Stacked PtSe₂ is a metal in this calculation, most likely because selenium orbitals of neighbouring layers push against each other. Where they do so in step, one level is lifted about half an electronvolt above the Fermi energy and empties. Reversing their relative sign from layer to layer lowers that level by about 2 eV, a large move for a solid that cleaves into sheets.

Plane-wave LDA calculation of bulk PtSe₂ (space group P-3m1) with ABINIT 10.8.3, without spin polarisation, spin-orbit coupling or a dispersion correction. It uses HGH pseudopotentials (semicore for Pt), a 734.707 eV cutoff, a 6×6×4 k mesh and Fermi-Dirac smearing of 0.05 eV. Levels are counted from the Fermi energy.

```
point a (reciprocal cell vector)  point b (reciprocal cell vector)  point c (reciprocal cell vector)  level under 3 (eV)  level under 2 (eV)  level under 1 (eV)  level over 1 (eV)  level over 2 (eV)
                          0.0000                            0.0000                            0.0000              -2.527              -1.087              -1.087              0.473              1.408
                          0.5000                            0.0000                            0.0000              -3.386              -3.318              -2.964              0.631              2.398
                          0.1667                            0.1667                            0.0000              -2.587              -2.195              -0.456              0.638              1.642
                          0.3333                            0.3333                            0.0000              -2.678              -1.794              -1.794              0.002              0.002
                          0.0000                            0.0000                            0.5000              -1.738              -1.560              -1.560              2.338              2.338
                          0.5000                            0.0000                            0.5000              -3.150              -2.842              -1.369              0.933              1.498
                          0.3333                            0.3333                            0.5000              -3.559              -2.459              -2.459              2.075              2.075
```

Each row is a point in the space of electron wave vectors, given by its components point a, point b and point c. Point c sets how the wave changes from layer to layer: at 0 it has the same sign in every layer, at 0.5 the sign alternates. Levels are counted from the Fermi energy, so "under" and "over" tell on which side a level lies, not which band it belongs to.

**First row: Γ, everything in step.** A single level stands at 0.47 eV, above a pair of equal levels at −1.09 eV. Theory suggests that the single level is built largely from selenium $p_z$ orbitals, which point out of the layers. In the highest combination of these orbitals, both selenium atoms of a layer carry the same sign. At Γ that sign repeats in every layer, so the positive lobe of one selenium atom faces the negative lobe of the atom across the gap. That contact is antibonding and drives the level up.

The gap is narrower than the word "layered" suggests. Two selenium atoms facing each other across it are 3.28 Å apart, while two on opposite faces of the same layer are 3.34 Å apart. To a $p_z$ electron the next layer is thus about as near as the far side of its own.

**Second to fourth rows: moving within the plane.** Each selenium atom faces three others across the gap, and along the path from Γ to K their contributions get out of step. Relative to one contact, the sum of the three is 3 at Γ, 2 halfway (third row) and 0 at K (fourth row). The contacts through the layer follow the same sum, so the antibonding push between neighbouring selenium planes fades. This is probably why the top of the valence band falls from 0.47 through −0.46 to −1.79 eV, although sideways overlap within each plane works against the fall. Here the single level at Γ is counted as valence band, which continuity and the electron count support.

M, the second row, breaks this order. Its phase sum is 1, so it should lie between the third row and K, yet its highest filled level is the deepest of the whole table, at −2.96 eV. The $p_z$ rule fails there. A likely reason is mixing with platinum $d$ orbitals. Symmetry forbids it for the equal-sign $p_z$ combination at Γ but allows it for the most antibonding one at M, where empty $d$ levels can push the filled level down. The energies alone do not settle this.

**Why it conducts.** At K a pair of levels sits at the Fermi energy, each about half filled. The valence band at Γ therefore reaches at least 0.47 eV higher than the bottom of the next band, although the two bands stay about 0.9 eV or more apart at every listed point. Electrons leave the top of one band and settle in the other at a different wave vector, which makes the material a semimetal. Spin-orbit coupling, left out here, can split the pair at K and so change the size of the overlap. LDA also tends to set empty bands too low against filled ones, so the true overlap may well be smaller.

**Fifth row: A, the sign alternates.** The in-plane position is that of Γ, but if the two selenium atoms of a layer keep their equal sign, facing lobes across the gap now have equal sign and that contact is bonding. The level at −1.74 eV belongs to the same band as the single level at Γ. Single levels built from $s$, $p$ and $d$ orbitals share one symmetry on this line and cannot cross one another, so the highest single valence level at Γ leads to the highest one at A. Its orbital make-up may change on the way, which the run does not print. The single level drops by 2.2 eV, while the pair drops by only 0.5 eV. A straight chain of atoms, each with one $p$ orbital along the chain, behaves in the same way: its band is highest when all orbitals have equal sign and lowest when the signs alternate. The chain gives the direction of the move but not its size, since the crystal has two selenium atoms per cell and platinum between them.

The size can be estimated from the geometry. A level shared equally by the two selenium atoms shifts by $+T$ at Γ and $-T$ at A, where $T$ is the summed coupling of three contacts:

$$T = 3\,\frac{\hbar^2}{m d^2}\left(2.2\cos^2\theta - 0.63\sin^2\theta\right).$$

Here $m$ is the electron mass, $d$ the distance across the gap and $\theta$ the angle between the contact and the layer normal. The numbers 2.2 and 0.63 are rough, recalled strengths for head-on and sideways overlap of $p$ orbitals.

With $d \approx 3.3$ Å the prefactor $\hbar^2/(md^2)$ is about 0.7 eV, and $\cos^2\theta$ is about 0.57. The bracket is then close to 1, $T$ is about 2 eV, and the swing $2T$ is about 4 eV. The calculated drop is roughly half of that. The estimate therefore shows only that direct contact across the gap is strong enough to cause a move of this size. It assumes the same orbital combination at Γ and A, neglects the platinum share of the level, and carries strengths meant for bonded neighbours out to a longer contact.

The same geometry suggests why the pair moves much less. For in-plane $p$ orbitals the bracket becomes $2.2\times0.22 - 0.63\times0.78$, which is nearly zero: head-on and sideways overlap cancel. The model therefore gets the contrast between single level and pair, but not the half electronvolt by which the pair does shift.

Because the single level falls faster, it starts 1.6 eV above the pair at Γ and ends 0.2 eV below it at A. On this line the two differ in symmetry, so without spin-orbit coupling they can cross without repelling. A cosine drawn through the two end points puts the crossing near point c = 0.4, about 1.5 eV below the Fermi energy. That position is an interpolation, and spin-orbit splitting of the pair can shift it.

**Last two rows: L and H.** From M to L the highest filled level rises by 1.6 eV, opposite to the fall from Γ to A. This again marks the M–L line as a place where a pure $p_z$ picture fails.

From K to H the two pairs move apart, and their separation grows from 1.8 to 4.5 eV. The direct $p_z$–$p_z$ coupling across the gap cancels at both points, so something else must act. One candidate is the coupling of $p_z$ with in-plane $p$ orbitals, whose sign depends on whether the neighbour lies above or below. Contacts through the layer and across the gap would then oppose each other at K and reinforce each other at H; this remains a conjecture.

For someone who grows or thins such films, the layer contact is the quantity to watch. Weakening it should lower the level at Γ and shrink the overlap, in line with the fact that a single layer is a semiconductor. The computed overlap holds for the layer distance used here, which the stress of this run, at too short a cutoff, cannot confirm. The output below gives the geometric estimate, the cosine through the Γ and A rows, and the phase sums.

Numerical output:

```
fall of the single level from Gamma to A, eV: 2.211
fall of the pair from Gamma to A, eV: 0.473
single level less pair at Gamma, eV: 1.56
single level less pair at A, eV: -0.178
crossing by cosine interpolation, point c (A is 0.5): 0.3963
energy of that crossing from the Fermi energy, eV: -1.512
Se-Se distance across the gap between layers, A: 3.284
Se-Se distance through one layer, A: 3.335
crude model, Gamma-A swing of pz level, eV (order only): 4.159
crude model, size of Gamma-A swing of in-plane p pair, eV (order only): 0.0867
Assigned band edges, Gamma singlet counted as valence band:
     row  valence top eV  conduction bottom eV  separation eV  in-plane phase sum
     0.0           0.473                 1.408          0.935                   3
     0.5          -2.964                 0.631          3.595                   1
  0.1667          -0.456                 0.638          1.094                   2
  0.3333          -1.794                 0.002          1.796           0.0003628
     0.0           -1.56                 2.338          3.898                   3
     0.5          -1.369                 0.933          2.302                   1
  0.3333          -2.459                 2.075          4.534           0.0003628
overlap of valence top and conduction bottom over listed points, eV: 0.471
filling of each level of the K pair at 0.05 eV smearing: 0.49
rise of upper pair from K to H, eV: 2.073
rise of lower pair from K to H, eV: -0.665
rise of highest filled level from M to L, eV: 1.595
rise of lowest empty level from M to L, eV: 0.302
```
